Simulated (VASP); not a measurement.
# Sn in VASP: relaxing the cell with several functionals, part 3 of 3

VASP 6.6.1, plane waves, PAW. The steps go on from the part before.

### 4 LDA: cell and atoms

Input file INCAR:

```
ENCUT = 600.000000
SIGMA = 0.020000
EDIFF = 1.00e-07
EDIFFG = -5.00e-03
GGA = CA
PREC = Accurate
IBRION = 2
ISIF = 3
ISMEAR = -1
NBANDS = 21
NELM = 120
NSW = 40
LASPH = .TRUE.
LCHARG = .FALSE.
LWAVE = .FALSE.
LREAL = .FALSE.
```

Input file KPOINTS:

```
KPOINTS created by Atomic Simulation Environment
0
Gamma
6 6 6
0 0 0
```

Input file POSCAR:

```
Sn
 1.0000000000000000
     0.0000000000000000    3.3291267655712278    3.3291267655712278
     3.3291267655712278    0.0000000000000000    3.3291267655712278
     3.3291267655712278    3.3291267655712278   -0.0000000000000000
 Sn
   2
Cartesian
 -0.0000000000000000 -0.0000000000000000 -0.0000000000000000
  1.6645633827856139  1.6645633827856139  1.6645633827856139
```

Potentials: the recommended LDA PAW datasets, 28 valence electrons in the neutral cell.

OSZICAR:

```text
N       E                     dE             d eps       ncg     rms          rms(c)
DAV:   1     0.240764204083E+03    0.24076E+03   -0.15526E+04   697   0.203E+03
DAV:   2     0.201125479722E+02   -0.22065E+03   -0.21547E+03   672   0.486E+02
DAV:   3    -0.791448441496E+01   -0.28027E+02   -0.27812E+02   777   0.150E+02
DAV:   4    -0.891389148615E+01   -0.99941E+00   -0.99906E+00   757   0.313E+01
DAV:   5    -0.895371741977E+01   -0.39826E-01   -0.39825E-01  1048   0.594E+00    0.293E+00
DAV:   6    -0.888248206763E+01    0.71235E-01   -0.31477E-02   832   0.211E+00    0.167E+00
DAV:   7    -0.884640500036E+01    0.36077E-01   -0.51483E-02   737   0.200E+00    0.139E-01
DAV:   8    -0.884687827721E+01   -0.47328E-03   -0.47420E-03   772   0.765E-01    0.517E-02
DAV:   9    -0.884698786235E+01   -0.10959E-03   -0.17129E-04   893   0.955E-02    0.189E-02
DAV:  10    -0.884698355953E+01    0.43028E-05   -0.13438E-05   782   0.322E-02    0.347E-03
DAV:  11    -0.884698419974E+01   -0.64022E-06   -0.15566E-06   745   0.847E-03    0.110E-03
DAV:  12    -0.884698418831E+01    0.11436E-07   -0.89374E-08   559   0.290E-03
   1 F= -.88469842E+01 E0= -.88465629E+01  d E =-.884698E+01
       N       E                     dE             d eps       ncg     rms          rms(c)
DAV:   1    -0.123662147492E+02   -0.35192E+01   -0.62832E+01   787   0.110E+02    0.101E+01
DAV:   2    -0.949734314940E+01    0.28689E+01   -0.54029E+00   797   0.389E+01    0.421E+00
DAV:   3    -0.893969916089E+01    0.55764E+00   -0.13694E+00   900   0.178E+01    0.753E-01
DAV:   4    -0.890432608561E+01    0.35373E-01   -0.66081E-02   712   0.238E+00    0.134E-01
DAV:   5    -0.890285965476E+01    0.14664E-02   -0.32125E-03  1014   0.517E-01    0.707E-02
DAV:   6    -0.890248881049E+01    0.37084E-03   -0.27324E-04   872   0.168E-01    0.191E-02
DAV:   7    -0.890247312433E+01    0.15686E-04   -0.20626E-05   888   0.372E-02    0.542E-03
DAV:   8    -0.890247484779E+01   -0.17235E-05   -0.13942E-06   782   0.779E-03    0.257E-03
DAV:   9    -0.890247478064E+01    0.67158E-07   -0.45027E-08   530   0.231E-03
   2 F= -.89024748E+01 E0= -.89022146E+01  d E =-.554906E-01
       N       E                     dE             d eps       ncg     rms          rms(c)
DAV:   1    -0.904437894913E+01   -0.14190E+00   -0.28996E+00   802   0.276E+01    0.196E+00
DAV:   2    -0.893403772786E+01    0.11034E+00   -0.18167E-01   874   0.684E+00    0.875E-01
DAV:   3    -0.890843095057E+01    0.25607E-01   -0.74387E-02   900   0.414E+00    0.120E-01
DAV:   4    -0.890717758548E+01    0.12534E-02   -0.35753E-03   789   0.714E-01    0.382E-02
DAV:   5    -0.890702936366E+01    0.14822E-03   -0.18945E-04   985   0.144E-01    0.156E-02
DAV:   6    -0.890701280955E+01    0.16554E-04   -0.21986E-05   727   0.617E-02    0.730E-03
DAV:   7    -0.890701113856E+01    0.16710E-05   -0.11165E-06   717   0.700E-03    0.182E-03
DAV:   8    -0.890701116552E+01   -0.26956E-07   -0.15845E-07   606   0.414E-03
   3 F= -.89070112E+01 E0= -.89067529E+01  d E =-.600270E-01
       N       E                     dE             d eps       ncg     rms          rms(c)
DAV:   1    -0.890786386422E+01   -0.85273E-03   -0.17841E-02   797   0.211E+00    0.156E-01
DAV:   2    -0.890716397840E+01    0.69989E-03   -0.11662E-03   879   0.550E-01    0.691E-02
DAV:   3    -0.890700540936E+01    0.15857E-03   -0.45093E-04   900   0.323E-01    0.975E-03
DAV:   4    -0.890699737501E+01    0.80343E-05   -0.20805E-05   770   0.537E-02    0.288E-03
DAV:   5    -0.890699653680E+01    0.83821E-06   -0.11024E-06   915   0.103E-02    0.120E-03
DAV:   6    -0.890699643843E+01    0.98369E-07   -0.10610E-07   411   0.412E-03
   4 F= -.89069964E+01 E0= -.89067382E+01  d E =-.600123E-01
       N       E                     dE             d eps       ncg     rms          rms(c)
DAV:   1    -0.890699807125E+01   -0.15344E-05   -0.12134E-05   792   0.546E-02    0.401E-03
DAV:   2    -0.890699759773E+01    0.47352E-06   -0.81947E-07   705   0.145E-02    0.176E-03
DAV:   3    -0.890699749037E+01    0.10736E-06   -0.26336E-07   567   0.836E-03    0.224E-04
DAV:   4    -0.890699748722E+01    0.31509E-08   -0.32205E-08   386   0.168E-03
   5 F= -.89069975E+01 E0= -.89067392E+01  d E =-.104878E-05
       N       E                     dE             d eps       ncg     rms          rms(c)
DAV:   1    -0.890700567861E+01   -0.81882E-05   -0.10791E-04   807   0.164E-01    0.121E-02
DAV:   2    -0.890700145797E+01    0.42206E-05   -0.69743E-06   879   0.427E-02    0.534E-03
DAV:   3    -0.890700050751E+01    0.95046E-06   -0.27241E-06   895   0.251E-02    0.765E-04
DAV:   4    -0.890700045776E+01    0.49751E-07   -0.11161E-07   386   0.424E-03
   6 F= -.89070005E+01 E0= -.89067422E+01  d E =-.401933E-05
       N       E                     dE             d eps       ncg     rms          rms(c)
DAV:   1    -0.890700049875E+01    0.87657E-08   -0.25203E-08   376   0.212E-03    0.129E-04
DAV:   2    -0.890700049844E+01    0.30286E-09   -0.66595E-09   381   0.112E-03
   7 F= -.89070005E+01 E0= -.89067422E+01  d E =-.406826E-07
       N       E                     dE             d eps       ncg     rms          rms(c)
DAV:   1    -0.890700064044E+01   -0.14169E-06   -0.24357E-07   509   0.780E-03    0.568E-04
DAV:   2    -0.890700063095E+01    0.94878E-08   -0.16067E-08   366   0.223E-03
   8 F= -.89070006E+01 E0= -.89067424E+01  d E =-.173191E-06
       N       E                     dE             d eps       ncg     rms          rms(c)
DAV:   1    -0.890700093458E+01   -0.29415E-06   -0.82260E-07   622   0.142E-02    0.115E-03
DAV:   2    -0.890700089630E+01    0.38285E-07   -0.55427E-08   366   0.399E-03
   9 F= -.89070009E+01 E0= -.89067426E+01  d E =-.438539E-06
       N       E                     dE             d eps       ncg     rms          rms(c)
DAV:   1    -0.890700158246E+01   -0.64787E-06   -0.32506E-06   697   0.285E-02    0.230E-03
DAV:   2    -0.890700143112E+01    0.15134E-06   -0.21806E-07   438   0.787E-03    0.102E-03
DAV:   3    -0.890700139596E+01    0.35157E-07   -0.10660E-07   381   0.469E-03
  10 F= -.89070014E+01 E0= -.89067431E+01  d E =-.938199E-06
       N       E                     dE             d eps       ncg     rms          rms(c)
DAV:   1    -0.890700312143E+01   -0.16903E-05   -0.15510E-05   807   0.624E-02    0.455E-03
DAV:   2    -0.890700252101E+01    0.60042E-06   -0.99072E-07   811   0.161E-02    0.201E-03
DAV:   3    -0.890700238505E+01    0.13596E-06   -0.39052E-07   664   0.947E-03    0.297E-04
DAV:   4    -0.890700237857E+01    0.64820E-08   -0.23074E-08   366   0.179E-03
  11 F= -.89070024E+01 E0= -.89067441E+01  d E =-.192081E-05
       N       E                     dE             d eps       ncg     rms          rms(c)
DAV:   1    -0.890700713666E+01   -0.47516E-05   -0.59897E-05   802   0.122E-01    0.907E-03
DAV:   2    -0.890700477178E+01    0.23649E-05   -0.39087E-06   879   0.319E-02    0.401E-03
DAV:   3    -0.890700423737E+01    0.53441E-06   -0.15189E-06   865   0.187E-02    0.561E-04
DAV:   4    -0.890700420918E+01    0.28190E-07   -0.62773E-08   406   0.316E-03
  12 F= -.89070042E+01 E0= -.89067459E+01  d E =-.375142E-05
       N       E                     dE             d eps       ncg     rms          rms(c)
DAV:   1    -0.890701902332E+01   -0.14786E-04   -0.24035E-04   807   0.244E-01    0.181E-02
DAV:   2    -0.890700957909E+01    0.94442E-05   -0.15672E-05   869   0.638E-02    0.801E-03
DAV:   3    -0.890700743959E+01    0.21395E-05   -0.60665E-06   895   0.374E-02    0.112E-03
DAV:   4    -0.890700733023E+01    0.10936E-06   -0.26736E-07   593   0.631E-03    0.369E-04
DAV:   5    -0.890700732075E+01    0.94788E-08   -0.32809E-08   371   0.244E-03
  13 F= -.89070073E+01 E0= -.89067490E+01  d E =-.686299E-05
       N       E                     dE             d eps       ncg     rms          rms(c)
DAV:   1    -0.890705903970E+01   -0.51709E-04   -0.97912E-04   807   0.493E-01    0.367E-02
DAV:   2    -0.890702051037E+01    0.38529E-04   -0.64237E-05   859   0.129E-01    0.162E-02
DAV:   3    -0.890701184194E+01    0.86684E-05   -0.24722E-05   900   0.757E-02    0.228E-03
DAV:   4    -0.890701140737E+01    0.43457E-06   -0.11513E-06   765   0.126E-02    0.673E-04
DAV:   5    -0.890701136084E+01    0.46537E-07   -0.41274E-08   386   0.239E-03
  14 F= -.89070114E+01 E0= -.89067531E+01  d E =-.109031E-04
```

Parts of OUTCAR:

```text
k-points           NKPTS =     16   k-points in BZ     NKDIM =     16   number of bands    NBANDS=     21

   NELECT =      28.0000    total number of electrons

   dimension x,y,z NGX =    40 NGY =   40 NGZ =   40
   dimension x,y,z NGXF=    80 NGYF=   80 NGZF=   80

  energy-cutoff  :      600.00
  volume of cell :       68.02
      direct lattice vectors                 reciprocal lattice vectors
     0.000000000  3.239884732  3.239884732    -0.154326478  0.154326478  0.154326478
     3.239884732  0.000000000  3.239884732     0.154326478 -0.154326478  0.154326478
     3.239884732  3.239884732 -0.000000000     0.154326478  0.154326478 -0.154326478

 k-points in reciprocal lattice and weights: KPOINTS created by Atomic Simulation Env
   0.00000000  0.00000000  0.00000000       0.005
   0.16666667  0.00000000  0.00000000       0.037
   0.33333333  0.00000000  0.00000000       0.037
   0.50000000  0.00000000  0.00000000       0.019
   0.16666667  0.16666667  0.00000000       0.028
   0.33333333  0.16666667  0.00000000       0.111
   0.50000000  0.16666667  0.00000000       0.111
  -0.33333333  0.16666667  0.00000000       0.111
[... 8 more k-points ...]

 E-fermi :   5.3274

 k-point     1 :       0.0000    0.0000    0.0000
  band No.  band energies     occupation
      1     -16.1983      2.00000
      2     -16.1983      2.00000
      3     -16.1983      2.00000
      4     -16.1363      2.00000
      5     -16.1363      2.00000
      6     -15.8202      2.00000
      7     -15.8202      2.00000
      8     -15.8202      2.00000
      9     -15.8100      2.00000
     10     -15.8100      2.00000
     11      -5.2569      2.00000
     12       4.6574      2.00000
     13       5.5082      0.00024
     14       5.5082      0.00024
     15       5.5082      0.00024
     16       7.5665      0.00000
     17       7.5665      0.00000
     18       7.5665      0.00000
     19      10.2765      0.00000
     20      13.4689      0.00000
     21      13.4689      0.00000

 k-point     2 :       0.1667    0.0000    0.0000
  band No.  band energies     occupation
      1     -16.2148      2.00000
      2     -16.2148      2.00000
      3     -16.1917      2.00000
      4     -16.1122      2.00000
      5     -16.1122      2.00000
      6     -15.8506      2.00000
      7     -15.8506      2.00000
      8     -15.8286      2.00000
      9     -15.7842      2.00000
     10     -15.7842      2.00000
     11      -4.9891      2.00000
     12       2.5568      2.00000
     13       5.0612      2.00000
     14       5.0612      2.00000
     15       5.9066      0.00000
     16       8.1336      0.00000
     17       8.1336      0.00000
     18       8.7226      0.00000
     19      11.4280      0.00000
     20      12.3495      0.00000
     21      12.3495      0.00000

 k-point     3 :       0.3333    0.0000    0.0000
  band No.  band energies     occupation
      1     -16.2308      2.00000
      2     -16.2308      2.00000
      3     -16.1780      2.00000
      4     -16.0834      2.00000
      5     -16.0834      2.00000
      6     -15.8743      2.00000
      7     -15.8743      2.00000
      8     -15.8460      2.00000
      9     -15.7672      2.00000
     10     -15.7672      2.00000
     11      -4.2532      2.00000
     12       0.2468      2.00000
     13       4.5041      2.00000
     14       4.5041      2.00000
     15       5.5013      0.00033
     16       8.6228      0.00000
     17       8.6228      0.00000
     18      10.9715      0.00000
     19      11.4794      0.00000
     20      12.7663      0.00000
     21      12.7663      0.00000

[... the tables of k-points 4 to 16 left out ...]

  Total       -0.0042896     -0.0042896     -0.0042896      0.0000000      0.0000000      0.0000000
  in kB       -0.1010426     -0.1010426     -0.1010426      0.0000000      0.0000000      0.0000000
  external PRESSURE =      -0.1010426 kB  Pullay stress =       0.0000000 kB

 POSITION                                       TOTAL-FORCE (eV/Angst)
 -----------------------------------------------------------------------------------
      0.00000      0.00000      0.00000         0.000000      0.000000      0.000000
      1.61994      1.61994      1.61994        -0.000000     -0.000000     -0.000000
 -----------------------------------------------------------------------------------
    total drift:                               -0.000000     -0.000000      0.000000

  FREE ENERGIE OF THE ION-ELECTRON SYSTEM (eV)
  ---------------------------------------------------
  free  energy   TOTEN  =        -8.9070113608 eV

  energy  without entropy=       -8.9064947870  energy(sigma->0) =       -8.90675307
```

CONTCAR

```
Sn
   1.00000000000000
     0.0000000000000000    3.2398847319244330    3.2398847319244330
     3.2398847319244330    0.0000000000000000    3.2398847319244330
     3.2398847319244330    3.2398847319244330   -0.0000000000000000
  Sn
     2
Direct
     0.0000000000000000    0.0000000000000000    0.0000000000000000
     0.2500000000000000    0.2500000000000000    0.2500000000000000

  0.00000000E+00  0.00000000E+00  0.00000000E+00
  0.00000000E+00  0.00000000E+00  0.00000000E+00
```

|  | before | after | change |
| --- | --- | --- | --- |
| a (Å) | 6.658 | 6.480 | -2.68 % |
| volume (Å³/atom) | 36.897 | 34.009 | -7.83 % |
| shortest distance (Å) | 2.883 | 2.806 | -2.68 % |
| space group | Fd-3m | Fd-3m | same |

### 5 What came out

This closing draws on all 3 parts.

```
 level  a (Å)  volume (Å³/atom)  space group  Ansatz: volume (Å³/atom)
r2SCAN  6.569            35.439        Fd-3m                    35.432
PBEsol  6.542            34.991        Fd-3m                    35.013
   LDA  6.480            34.009        Fd-3m                    33.956
```

The r2SCAN run changed the volume by -4.0 % from its own start of 36.90 Å³/atom. LDA gives the smallest cell and r2SCAN the largest, 4.2 % apart in volume. A measured a is 6.4892 Å (300 K; a printed reference work, textbook); the misses are r2SCAN +1.2 %, PBEsol +0.8 %, LDA -0.1 %. 2 values of this kind are on record (6.489 to 6.4892 Å); this one was drawn at random. The two programs differ by at most 0.15 % in volume, much less than the spread of the functionals. Each program uses its own PAW datasets and cutoff. LDA means the Perdew–Zunger form in VASP and the Perdew–Wang form in Ansatz.
